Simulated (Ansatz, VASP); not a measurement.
Bi in VASP and in Ansatz

The input run.py:

```python
from ase.calculators.vasp import Vasp
from ase.dft.bandgap import bandgap
from ase.io import read

atoms = read('Bi.xyz')
calc = Vasp(
    directory='calc',
    xc='pbe',
    pp='PBE',
    setups='recommended',
    prec='Accurate',
    encut=520,
    ediff=1e-06,
    ismear=0,
    sigma=0.1,
    lreal=False,
    lasph=True,
    nelm=80,
    algo='Normal',
    isif=2,
    lwave=False,
    lcharg=False,
    kpts=[9, 9, 9],
    gamma=True,
)
atoms.calc = calc

print('energy (eV):', atoms.get_potential_energy())
print('free energy (eV):', atoms.get_potential_energy(force_consistent=True))
print('forces (eV/A):')
print(atoms.get_forces())
print('stress (eV/A^3, Voigt):', atoms.get_stress())
print('Fermi level (eV):', calc.get_fermi_level())
gap, top, bottom = bandgap(calc)
print('band gap (eV):', gap, 'from (spin, k, band)', top, 'to', bottom)
```

The input Bi.xyz:

```xyz
1
Lattice="-1.9814305318 1.9814305318 1.9814305318 1.9814305318 -1.9814305318 1.9814305318 1.9814305318 1.9814305318 -1.9814305318" Properties=species:S:1:pos:R:3 pbc="T T T"
Bi     0.0000000000      0.0000000000      0.0000000000
```

Contents of input.yaml:

```yaml
crystal:
  lattice:
    - [-1.9814305318, 1.9814305318, 1.9814305318]
    - [1.9814305318, -1.9814305318, 1.9814305318]
    - [1.9814305318, 1.9814305318, -1.9814305318]
  atoms:
    - { symbol: Bi, position: [0.0, 0.0, 0.0] }
hamiltonian:
  xc: pbe
  pseudopotentials: { kind: paw }
kpoints:
  mp_grid: { grid: [9, 9, 9] }
scf:
  occupations: { method: gaussian, width: 0.1 }
output:
  forces: true
  stress: true
  eigenvalues: true
```

This isn't the form of Bi at room conditions, which is rhombohedral.

Alike in both runs: task single point; functional PBE; k mesh 9 × 9 × 9; occupations gaussian, width 0.1 eV; no spin polarisation.

|  | VASP | Ansatz |
| --- | --- | --- |
| version | VASP 6.6.1 | Ansatz 0.2.0 |
| potentials or method | VASP PAW PBE potentials, release 64 (Bi_d) | Ansatz PAW |
| plane-wave cutoff (eV) | 520 | 420 |
| valence electrons in the cell | 15 | 15 |

VASP gave:

```
gap on the k mesh at the Fermi level (eV) : none
pressure (GPa)                            : 0.8
```

Estimate Ansatz's values.

gap on the k mesh at the Fermi level (eV): none; pressure (GPa): 0.9.

A gap of «none» marks a metal or a gap that the smearing closes.

Caveats: spin-orbit coupling is left out, which moves the levels of the heavy elements.
